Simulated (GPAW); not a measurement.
BeTe, 2 atoms in the cell. It takes space group F-43m (No. 216, cubic). Conventional cell: a = 5.465 Å, b = 5.465 Å, c = 5.465 Å, α = 90.00°, β = 90.00°, γ = 90.00°. Te (site symmetry -43m) is surrounded by 4 Be at 2.37 Å. Around Be (site symmetry -43m) lie 4 Te at 2.37 Å. 

| Quantity | Value |
| --- | --- |
| Program | GPAW 26.7.0 |
| Task | dielectric tensor |
| Functional | PBE |
| Potentials or basis | GPAW PAW data sets (gpaw-data 1.2.1) |
| Cutoff | 650 eV |
| Basis | pw |
| k mesh | 7 × 7 × 7 |
| Occupations | fermi-dirac, width 0.001 eV |
| Spin | no spin polarisation |
| Response ecut | 80 eV |
| Maxiter | 150 |
| Response k mesh | 21 × 21 × 21 |
| Response bands | 24 |
| Kernels | ["RPA"] |
| Coarser k mesh | 21 × 21 × 21 |

Potentials or basis: GPAW PAW data sets (gpaw-data 1.2.1), pw.

The run is started by

```console
$ OMP_NUM_THREADS=1 python run.py
```

Hardware: 1 thread of Arm Neoverse V2 (shared host).

Question: How long does it take, and how much memory?

Answer: Wall time 3.8 min on 1 thread of Arm Neoverse V2, with other jobs on the host, peak memory 0.55 GiB. Counts: scf iterations 21, plane waves 1550, bands 11, k points 20.
